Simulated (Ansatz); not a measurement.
**Carbon, diamond under PBE: from relaxation to bulk modulus, part 1 of 2**

The plan for carbon in the diamond structure: relax it, solve it on a dense k-mesh, switch on spin-orbit coupling, then scale the cell to 7 volumes from 88 to 112 % of the relaxed one and try a fit of the equation of state. The k-meshes are 8×8×8 for the relaxation; 14×14×14 for the dense run; 11×11×11 for spin-orbit coupling; 13×13×13 for the volumes. The starting cell is the deposited one, from the Crystallography Open Database.

Method: DFT PBE, plane waves (420 eV) with PAW, scalar-relativistic, in Ansatz 0.2.0.

### 1 The system as given

The structure is cubic, space group Fd-3m (No. 227). Conventional cell: a = 3.567 Å, b = 3.567 Å, c = 3.567 Å, α = 90.00°, β = 90.00°, γ = 90.00°. C (site symmetry -43m) has 4 C at 1.54 Å as nearest neighbours.

Coordinates:

```
C
1.0
     0.00000    1.78340    1.78340
     1.78340    0.00000    1.78340
     1.78340    1.78340    0.00000
C
2
Direct
  0.50000 0.50000 0.50000
  0.75000 0.75000 0.75000
```

### 2 Geometry optimisation

input.yaml reads:

```yaml
crystal:
  lattice:
    - [0.0, 1.7834, 1.7834]
    - [1.7834, 0.0, 1.7834]
    - [1.7834, 1.7834, 0.0]
  atoms:
    - { symbol: C, position: [0.5, 0.5, 0.5] }
    - { symbol: C, position: [0.75, 0.75, 0.75] }
hamiltonian:
  xc: pbe
  pseudopotentials:
    kind: paw
    azcp:
      C: "pseudopotentials/C.paw.azcp"
basis:
  ecutwfc: 420
  fft_grid_basis: typed
kpoints:
  mp_grid: { grid: [8, 8, 8], shift: [0, 0, 0] }
magnetization:
  spin_polarized: false
scf:
  occupations: { method: fermi_dirac, width: 0.05 }
relax:
  max_steps: 60
  f_tol: 0.01
  cell: {}
```

The run is started by

```bash
ansatz run input.yaml --threads 1 --pin off --max-ram 3584MiB --backend cpu --events-out ev --progress --plain --runs-dir out
```

What it wrote (excerpt; [...] marks lines left out):

```text
[...]
Pseudopotentials: kind: paw
Pseudopotential: C, paw, valence charge 4, recommended cutoff 420 eV (normal), <dir>
Functional definition: PBE
[...]
Crystal: 2 atoms, lattice volume = 11.344 Å³
Basis set: ecut = 420 eV, 229 PW (Γ), exchange–correlation on 36×36×36 points (8 copies of the dense FFT grid, shifted against one another)
Bands: 8, of which v1, the nominal top of the filled ones, is band 4 counted from 1 (3 counted from 0)
Symmetry: 48 space group operations
Space group: Fd-3m (ITA 227), of the structure as read, at distance tolerance 2.2e-5 Å
k-points: 29 of 512
[...]
SCF iter   1: F=—  HF=-501.614440 eV  |F-HF|=—  |Δ(HF+E_count)|=         —  Δρ=1.77e-3  dr2=9.56e-5  ethr=1.77e-3  ⟨swp⟩=4.6  Hψ=1497  notcnv=0
[...]
relax step   1: F+E_penalty+E_count = -501.61462238 eV  Δ(F+E_penalty+E_count) = +0.000e0 eV  max|allowed force component| = 2.776e-17 eV/Å  Δτ_max = 0.0000 Å  P = +1.766 GPa  Ω = 11.344 Å³  (6 SCF iters, dr2 threshold 1.00e-7 eV, accepted)
[...]
relax step   5: F+E_penalty+E_count = -501.61502486 eV  Δ(F+E_penalty+E_count) = +8.725e-6 eV  max|allowed force component| = 1.573e-16 eV/Å  Δτ_max = 0.0000 Å  P = +0.001 GPa  Ω = 11.390 Å³  energy of the carried Pulay correction = -8.961e-6 eV  (7 SCF iters, accepted)
[...]
relax step   6: F+E_penalty+E_count = -501.61502486 eV  Δ(F+E_penalty+E_count) = +2.274e-13 eV  max|allowed force component| = 2.567e-16 eV/Å  Δτ_max = 0.0000 Å  P = +0.001 GPa  Ω = 11.390 Å³  stress off target by 1.10e-3 GPa  SCF on the basis re-selected at this cell (its energy is not [...]
SCF converged after 7 iterations
Free energy (F): -501.615025 eV
[...]
E sigma→0 (E₀):  -501.615025 eV
Fermi energy:    15.290963 eV
[...]
--- Forces (eV/Å), atoms counted from 1 ---
  atom   1  C     -0.00000000    -0.00000000    -0.00000000
  atom   2  C      0.00000000     0.00000000     0.00000000
[...]
--- Stress (GPa, compression-positive) ---
        0.001102       0.000000      -0.000000
       -0.000000       0.001102      -0.000000
        0.000000      -0.000000       0.001102
  P = ⅓ Tr σ = 0.0011 GPa (0.011 kbar)
--- Relaxed structure (4 steps of the walk, 4 accepted, 2 SCFs on fresh bases) ---
  F+E_penalty+E_count = -501.61502486 eV   max|allowed force component| = 2.567e-16 eV/Å   (the final SCF, on the basis selected at the relaxed cell)
  cell:  # Å, volume = 11.3905 Å³
    - [1.245977692419e-34, 1.7858176506349062, 1.7858176506349062]
    - [1.7858176506349062, 4.4584505287836414e-35, 1.7858176506349062]
    - [1.7858176506349062, 1.7858176506349062, 2.647205001465287e-34]
  atoms:
    - { symbol: C, position: [0.5, 0.5, 0.5] }
    - { symbol: C, position: [0.75, 0.75, 0.75] }
```

Run time: 3.3 s. Hardware: 1 thread of Intel Xeon Platinum 8259CL at 2.50GHz (Skylake/Cascade Lake), shared host; peak memory 0.45 GiB.

Step by step:

```tsv
step	energy change (meV/atom)	largest force (eV/Å)	pressure (GPa)	volume (Å³/atom)
1	0.00	0.0000	1.77	5.672
2	-0.01	0.0000	0.68	5.686
3	0.02	0.0000	0.00	5.695
4	-0.21	0.0000	0.05	5.695
5	-0.20	0.0000	0.00	5.695
6	-0.20	0.0000	0.00	5.695
```

Steps that repeat a cell are solved on a basis chosen anew, so their changes of energy are no gain of the relaxation.

Changes in the cell that was computed:

|  | before | after | change |
| --- | --- | --- | --- |
| a (Å) | 2.522 | 2.526 | +0.1 % |
| b (Å) | 2.522 | 2.526 | +0.1 % |
| c (Å) | 2.522 | 2.526 | +0.1 % |
| volume (Å³/atom) | 5.672 | 5.695 | +0.4 % |
| shortest distance (Å) | 1.544 | 1.547 | +0.1 % |
| space group (spins left aside) | Fd-3m | Fd-3m | same |

### 3 Single point on a dense mesh

input.yaml reads:

```yaml
crystal:
  lattice:
    - [0.0, 1.7858176506, 1.7858176506]
    - [1.7858176506, 0.0, 1.7858176506]
    - [1.7858176506, 1.7858176506, 0.0]
  atoms:
    - { symbol: C, position: [0.5, 0.5, 0.5] }
    - { symbol: C, position: [0.75, 0.75, 0.75] }
hamiltonian:
  xc: pbe
  pseudopotentials:
    kind: paw
    azcp:
      C: "pseudopotentials/C.paw.azcp"
basis:
  ecutwfc: 420
  fft_grid_basis: typed
kpoints:
  mp_grid: { grid: [14, 14, 14], shift: [0, 0, 0] }
magnetization:
  spin_polarized: false
scf:
  occupations: { method: fermi_dirac, width: 0.05 }
```

The run is started by

```bash
ansatz run input.yaml --threads 1 --pin off --max-ram 3584MiB --backend cpu --events-out ev --progress --plain --runs-dir out
```

What it wrote (excerpt; [...] marks lines left out):

```text
[...]
[... 3 set-up lines as earlier in the session ...]
[...]
Crystal: 2 atoms, lattice volume = 11.390 Å³
Basis set: ecut = 420 eV, 229 PW (Γ)
Bands: 8, of which v1, the nominal top of the filled ones, is band 4 counted from 1 (3 counted from 0)
[... 2 set-up lines as earlier in the session ...]
k-points: 104 of 2744
[...]
SCF iter   1: F=—  HF=-501.615618 eV  |F-HF|=—  |Δ(HF+E_count)|=         —  Δρ=1.79e-3  dr2=1.07e-4  ethr=1.77e-3  ⟨swp⟩=4.6  Hψ=5368  notcnv=0
[...]
SCF iter   6: F=-501.615779 eV  HF=-501.615779 eV  |F-HF|=6.31e-12  |Δ(HF+E_count)|=  4.76e-10  Δρ=2.38e-7  dr2=1.93e-12  ethr=1.82e-12  ⟨swp⟩=1.0  Hψ=2405  notcnv=0
[...]
SCF converged after 6 iterations
Free energy (F): -501.615779 eV
[...]
E sigma→0 (E₀):  -501.615779 eV
Fermi energy:    15.287981 eV
[...]
```

It took 1.2 s on 1 thread of Intel Xeon Platinum 8259CL at 2.50GHz (Skylake/Cascade Lake), shared host; peak memory 0.43 GiB.

### 4 Spin-orbit coupling switched on

input.yaml: that of step 3 with these lines changed.

```diff
@@ -11,3 +11,3 @@
   pseudopotentials:
-    kind: paw
+    kind: paw_fr
     azcp:
@@ -18,6 +18,12 @@
 kpoints:
-  mp_grid: { grid: [14, 14, 14], shift: [0, 0, 0] }
+  mp_grid: { grid: [11, 11, 11], shift: [0, 0, 0] }
 magnetization:
-  spin_polarized: false
+  noncollinear: true
+  spin_orbit: true
 scf:
   occupations: { method: fermi_dirac, width: 0.05 }
+output:
+  write_density: true
+  write_potential: true
+  elf: true
+  volumetric_format: npy
```

The run is started by

```bash
ansatz run input.yaml --threads 1 --pin off --max-ram 3584MiB --backend cpu --events-out ev --progress --plain --runs-dir out
```

What it wrote:

```text
Engine: ansatz 0.2.0, x86_64-unknown-linux-gnu
Pseudopotentials: kind: paw_fr
Pseudopotential: C, paw_fr, valence charge 4, recommended cutoff 420 eV (normal), <dir>
[... 1 set-up line as earlier in the session ...]
  parameter kappa = 0.804
  parameter beta = 0.06672455060314922
  exchange = pbe_x(kappa = kappa, mu = beta*pi^2/3)
  correlation = pbe_c(beta = beta)
non-collinear run that drives no moment, with spin-orbit: no starting moment large enough to seed its density (crystal.atoms[].spin), no starting occupations that ask for one, no magnetisation constraint and no magnetic field, so the semilocal B_xc is pinned to zero
Crystal: 2 atoms, lattice volume = 11.390 Å³
Basis set: ecut = 420 eV, 229 PW (Γ)
Bands: 16, of which v1, the nominal top of the filled ones, is band 8 counted from 1 (7 counted from 0)
Symmetry: 48 space group operations + 48 with time reversal
Magnetic group: BNS 227.129 (UNI 1631), of the structure as read, at distance tolerance 2.2e-5 Å
k-points: 56 of 1331
Projection manifold: j_resolved (fully-relativistic pseudo-atomic orbitals)
Non-local potential: C, projectors of the file, l = 0: 2, l = 1: 4, l = 2: 2
PAW form: soft (Blöchl's): semilocal exchange-correlation on the pseudo side does not see the compensation charge
PAW one-centre angular grid: C, 110 points (default); XC on 64 Gauss nodes
Initial density: superposition of atomic densities (chi_scale 0.1, normalization cell)
Initial wavefunctions: pseudopotential atomic-orbital guess
Functional: x = pbe(κ = 0.804, μ = 0.2195149727645171), c = pbe(β = 0.06672455060314922)
SCF iter   1: F=—  HF=-502.120232 eV  |F-HF|=—  |Δ(HF+E_count)|=         —  Δρ=1.40e-1  dr2=1.58e0  dr2_m=0.00e0 (ungated)  ethr=3.10e-3  |M|=0.00e0 ∫|m|=0.00e0 μB  |m|>n=0.0e0 m-floor=0.0e0 τ_xc=0.0e0  β_m=0.30  ⟨swp⟩=5.5  Hψ=2610  notcnv=0  defer=4
preconditioner: auto → none  [insulator: Δε(μ)=4.765 eV  Ē_g=19.567 eV  σ=0.050 eV  W_gap=1.00  n_scr=0 (ndim 8)  ℏωp=31.1 eV  f_vac=0.000  D(μ)=0.00/eV (n_scr^D=0)  ε∞_Penn≈3.5]
SCF iter   2: F=—  HF=-501.778750 eV  |F-HF|=—  |Δ(HF+E_count)|=   3.41e-1  Δρ=8.86e-2  dr2=6.12e-1  dr2_m=0.00e0 (ungated)  ethr=3.10e-3  |M|=0.00e0 ∫|m|=0.00e0 μB  |m|>n=0.0e0 m-floor=0.0e0 τ_xc=0.0e0  β_m=0.55  ⟨swp⟩=3.0  Hψ=1001  notcnv=0  defer=160
SCF iter   3: F=—  HF=-501.615534 eV  |F-HF|=—  |Δ(HF+E_count)|=   1.63e-1  Δρ=7.39e-3  dr2=1.89e-3  dr2_m=0.00e0 (ungated)  ethr=3.10e-3  |M|=0.00e0 ∫|m|=0.00e0 μB  |m|>n=0.0e0 m-floor=0.0e0 τ_xc=0.0e0  β_m=0.72  ⟨swp⟩=2.0  Hψ=736  notcnv=0  defer=160
SCF iter   4: F=—  HF=-501.616708 eV  |F-HF|=—  |Δ(HF+E_count)|=   1.17e-3  Δρ=7.03e-4  dr2=1.80e-5  dr2_m=0.00e0 (ungated)  ethr=2.37e-5  |M|=0.00e0 ∫|m|=0.00e0 μB  |m|>n=0.0e0 m-floor=0.0e0 τ_xc=0.0e0  β_m=0.86  ⟨swp⟩=2.6  Hψ=603  notcnv=0  defer=160
SCF iter   5: F=—  HF=-501.616724 eV  |F-HF|=—  |Δ(HF+E_count)|=   1.68e-5  Δρ=4.13e-5  dr2=4.51e-8  dr2_m=0.00e0 (ungated)  ethr=1.25e-9  |M|=0.00e0 ∫|m|=0.00e0 μB  |m|>n=0.0e0 m-floor=0.0e0 τ_xc=0.0e0  β_m=0.93  ⟨swp⟩=6.3  Hψ=2309  notcnv=0
SCF iter   6: F=-501.616725 eV  HF=-501.616725 eV  |F-HF|=4.09e-11  |Δ(HF+E_count)|=   1.08e-7  Δρ=2.72e-6  dr2=3.41e-10  dr2_m=0.00e0 (ungated)  ethr=5.63e-10  |M|=0.00e0 ∫|m|=0.00e0 μB  |m|>n=0.0e0 m-floor=0.0e0 τ_xc=0.0e0  ⟨swp⟩=1.6  Hψ=1417  notcnv=0
SCF 1 converged in 6 iterations: F = -501.616725 eV  dr2 = 3.41e-10
SCF converged after 6 iterations
Magnetization: |M| = 0.0000 μB,  M = (+0.0000, +0.0000, +0.0000) μB
Absolute magnetization: 0.0000 μB (∫|m|)
  site 0: m = (+0.0000, +0.0000, +0.0000) μB, |m| = 0.0000 μB  (R = 0.64 Å)
  site 1: m = (+0.0000, +0.0000, +0.0000) μB, |m| = 0.0000 μB  (R = 0.64 Å)
Free energy (F): -501.616725 eV
Harris-Foulkes:  -501.616725 eV  (|F-HF|=4.09e-11)
Internal energy: -501.616725 eV  (E = F + TS)
E sigma→0 (E₀):  -501.616725 eV
Fermi energy:    15.288263 eV
--- Per-component energies (eV) ---
  E_band       = 34.315768
  E_kinetic    = 184.252379
  E_local      = -122.701565  (includes V_loc(G=0)·N_el)
  E_nonlocal   = 53.270380
  E_hartree    = 26.826247
  E_xc         = -97.357598
  E_vxc        = -120.860035  (∫ρ·V_xc dr)
  E_paw        = -198.422140  (= ΣΔE_a)
  E_vpaw       = -13.297816  (= ΣTr[D̂ρ^β])
  E_aug_tail   = 0.000018  (compensation charges beyond the density's cutoff)
  E_ewald      = -347.484446
  E_smearing   = -0.000000  (= −TS)
  E_closure    = 0.000000  (closes the sum)
  Σ components = -501.616725   (vs F -501.616725, Δ=0.00e0)
--- Band table (eV; the first three rows and the last of 56) ---
  k-point 0: bands = ["-8.1814", "-8.1814", "13.2336", "13.2336", "13.2470", "13.2470", "13.2470", "13.2470", "18.8170", "18.8170", "18.8288", "18.8288", "18.8288", "18.8288", "26.4267", "26.4267"]
  k-point 1: bands = ["-7.9533", "-7.9533", "11.8201", "11.8201", "12.8613", "12.8613", "12.8700", "12.8700", "19.3132", "19.3132", "19.3215", "19.3215", "19.6370", "19.6370", "26.6285", "26.6285"]
  k-point 2: bands = ["-7.2725", "-7.2725", "8.9892", "8.9892", "12.0798", "12.0798", "12.0882", "12.0882", "20.3292", "20.3292", "20.3377", "20.3377", "20.7705", "20.7705", "27.2028", "27.2028"]
  k-point 55: bands = ["0.6018", "0.6018", "1.7749", "1.7749", "4.3682", "4.3682", "5.9449", "5.9449", "22.3648", "22.3648", "24.5265", "24.5265", "25.7875", "25.7875", "26.1743", "26.1743"]
```

Run time: 3.7 s. Hardware: 1 thread of Intel Xeon Platinum 8259CL at 2.50GHz (Skylake/Cascade Lake), shared host; peak memory 0.38 GiB.

With and without spin-orbit coupling:

```tsv
	scalar-relativistic	with spin-orbit coupling
k-mesh	14×14×14	11×11×11
gap on the mesh	4.13 eV	4.12 eV
```

The meshes differ, so small differences between the columns need not come from spin-orbit coupling.

Axes a, b and c in the maps are those of this run's conventional cell (a, b, c = 3.572, 3.572, 3.572 Å).

Density in a lattice plane of the grid's cell (edges 3.57 and 3.57 Å, at 0.000 of the third edge), which holds C.

Ten even steps from ' ' (0.09 e/Å³) to '@' (1.80 e/Å³):
```
          ..::==**%%@@@@@@@@@@%%**==::..        
        ....::--++##%%@@@@@@%%##++--::....      
      ......::--==++****##****++==--::......    
..........::::----==============----::::........
::::::::::::::::::::::::::::::::::::::::::::::::
========----::::..................::::----======
##****++==--::......          ......::--==++****
@@@@%%##++--::....              ....::--++##%%@@
@@@@@@%%**==::..                  ..::==**%%@@@@
@@@@@@%%**==::..                  ..::==**%%@@@@
@@@@@@%%**==::..                  ..::==**%%@@@@
@@@@%%##++--::....              ....::--++##%%@@
##****++==--::......          ......::--==++****
========----::::..................::::----======
::::::::::::::::::::::::::::::::::::::::::::::::
..........::::----==============----::::........
      ......::--==++****##****++==--::......    
        ....::--++##%%@@@@@@%%##++--::....      
          ..::==**%%@@@@@@@@@@%%**==::..        
          ..::==**%%@@@@@@@@@@%%**==::..        
```
Columns run along the first of these edges and rows up along the second, over one cell in 24 and 20 even steps from the bottom left corner. Atoms in the plane (fractional): C at (0.00, 0.50), C at (0.50, 0.00).

ELF in the same plane.

Ten even steps from ' ' (0.02) to '@' (0.75):
```
      ..::==**%%@@##==::  ::==##@@%%**==::..    
      ..::==##%%@@@@##**==**##@@@@%%##==::..    
....::::--++##%%@@@@@@%%##%%@@@@@@%%##++--::::..
----====++++**##%%@@%%%%%%%%%%@@%%##**++++====--
******####******####**********####******####****
%%%%%%@@%%##**++++====------====++++**##%%@@%%%%
##%%@@@@@@%%##++--::::......::::--++##%%@@@@@@%%
==**##@@@@%%##==::..          ..::==##%%@@@@##**
  ::==##@@%%**==::..          ..::==**%%@@##==::
    --**%%%%**==..              ..--**##%%**--  
  ::==##@@%%**==::..          ..::==**%%@@##==::
==**##@@@@%%##==::..          ..::==##%%@@@@##**
##%%@@@@@@%%##++--::::......::::--++##%%@@@@@@%%
%%%%%%@@%%##**++++====------====++++**##%%@@%%%%
******####******####**********####******####****
----====++++**##%%@@%%%%%%%%%%@@%%##**++++====--
....::::--++##%%@@@@@@%%##%%@@@@@@%%##++--::::..
      ..::==##%%@@@@##**==**##@@@@%%##==::..    
      ..::==**%%@@##==::  ::==##@@%%**==::..    
        ..--**##%%**--      --**%%%%**==..      
```
Columns run along the first of these edges and rows up along the second, over one cell in 24 and 20 even steps from the bottom left corner. Atoms in the plane (fractional): C at (0.00, 0.50), C at (0.50, 0.00).

Both are smooth fields of the valence electrons: close to the nuclei they are not physical.

The highest ELF values outside the cores: 0.94 on the C–C line, 0.7 Å from C.

### 5 At 88 % of the relaxed volume

input.yaml reads:

```yaml
crystal:
  lattice:
    - [0.0, 1.7113204305, 1.7113204305]
    - [1.7113204305, 0.0, 1.7113204305]
    - [1.7113204305, 1.7113204305, 0.0]
  atoms:
    - { symbol: C, position: [0.5, 0.5, 0.5] }
    - { symbol: C, position: [0.75, 0.75, 0.75] }
hamiltonian:
  xc: pbe
  pseudopotentials:
    kind: paw
    azcp:
      C: "pseudopotentials/C.paw.azcp"
basis:
  ecutwfc: 420
  fft_grid_basis: typed
kpoints:
  mp_grid: { grid: [13, 13, 13], shift: [0, 0, 0] }
magnetization:
  spin_polarized: false
scf:
  occupations: { method: fermi_dirac, width: 0.05 }
  lower_state_search: "off"
output:
  stress: true
```

The run is started by

```bash
ansatz run input.yaml --threads 1 --pin off --max-ram 3584MiB --backend cpu --events-out ev --progress --plain --runs-dir out
```

What it wrote (excerpt; [...] marks lines left out):

```text
[...]
[... 3 set-up lines as earlier in the session ...]
[...]
Crystal: 2 atoms, lattice volume = 10.024 Å³
Basis set: ecut = 420 eV, 181 PW (Γ)
Bands: 8, of which v1, the nominal top of the filled ones, is band 4 counted from 1 (3 counted from 0)
[... 2 set-up lines as earlier in the session ...]
k-points: 84 of 2197
[...]
SCF iter   1: F=—  HF=-501.346099 eV  |F-HF|=—  |Δ(HF+E_count)|=         —  Δρ=5.93e-3  dr2=1.78e-3  ethr=1.77e-3  ⟨swp⟩=4.6  Hψ=4346  notcnv=0
[...]
SCF iter   6: F=-501.345911 eV  HF=-501.345911 eV  |F-HF|=2.84e-13  |Δ(HF+E_count)|=  2.06e-10  Δρ=9.40e-8  dr2=2.68e-13  ethr=1.63e-11  ⟨swp⟩=1.0  Hψ=2019  notcnv=0
[...]
SCF converged after 6 iterations
Free energy (F): -501.345911 eV
[...]
E sigma→0 (E₀):  -501.345911 eV
Fermi energy:    17.853104 eV
[...]
--- Stress (GPa, compression-positive) ---
       69.888058      -0.000000       0.000000
       -0.000000      69.888058      -0.000000
        0.000000      -0.000000      69.888058
  P = ⅓ Tr σ = 69.8881 GPa (698.881 kbar)
```

Wall time 1.2 s (1 thread of Intel Xeon Platinum 8259CL at 2.50GHz (Skylake/Cascade Lake), shared host); peak memory 0.43 GiB.

### 6 At 92 % of the relaxed volume

input.yaml: that of step 5 with these lines changed.

```diff
@@ -2,5 +2,5 @@
   lattice:
-    - [0.0, 1.7113204305, 1.7113204305]
-    - [1.7113204305, 0.0, 1.7113204305]
-    - [1.7113204305, 1.7113204305, 0.0]
+    - [0.0, 1.7368662927, 1.7368662927]
+    - [1.7368662927, 0.0, 1.7368662927]
+    - [1.7368662927, 1.7368662927, 0.0]
   atoms:
```

The run is started by

```bash
ansatz run input.yaml --threads 1 --pin off --max-ram 3584MiB --backend cpu --events-out ev --progress --plain --runs-dir out
```

What it wrote (excerpt; [...] marks lines left out):

```text
[...]
[... 3 set-up lines as earlier in the session ...]
[...]
Crystal: 2 atoms, lattice volume = 10.479 Å³
Basis set: ecut = 420 eV, 181 PW (Γ)
Bands: 8, of which v1, the nominal top of the filled ones, is band 4 counted from 1 (3 counted from 0)
[... 2 set-up lines as earlier in the session ...]
k-points: 84 of 2197
[...]
SCF iter   1: F=—  HF=-501.503584 eV  |F-HF|=—  |Δ(HF+E_count)|=         —  Δρ=3.61e-3  dr2=5.69e-4  ethr=1.77e-3  ⟨swp⟩=4.7  Hψ=4354  notcnv=0
[...]
SCF iter   6: F=-501.503783 eV  HF=-501.503783 eV  |F-HF|=0.00e0  |Δ(HF+E_count)|=  3.09e-11  Δρ=3.43e-8  dr2=3.26e-14  ethr=7.50e-12  ⟨swp⟩=1.2  Hψ=2035  notcnv=0
[...]
SCF converged after 6 iterations
Free energy (F): -501.503783 eV
[...]
E sigma→0 (E₀):  -501.503783 eV
Fermi energy:    16.933667 eV
[...]
--- Stress (GPa, compression-positive) ---
       42.043014      -0.000000       0.000000
        0.000000      42.043014      -0.000000
        0.000000       0.000000      42.043014
  P = ⅓ Tr σ = 42.0430 GPa (420.430 kbar)
```

Wall time 1.2 s (1 thread of Intel Xeon Platinum 8259CL at 2.50GHz (Skylake/Cascade Lake), shared host); peak memory 0.43 GiB.

(Continued in part 2 of 2.)
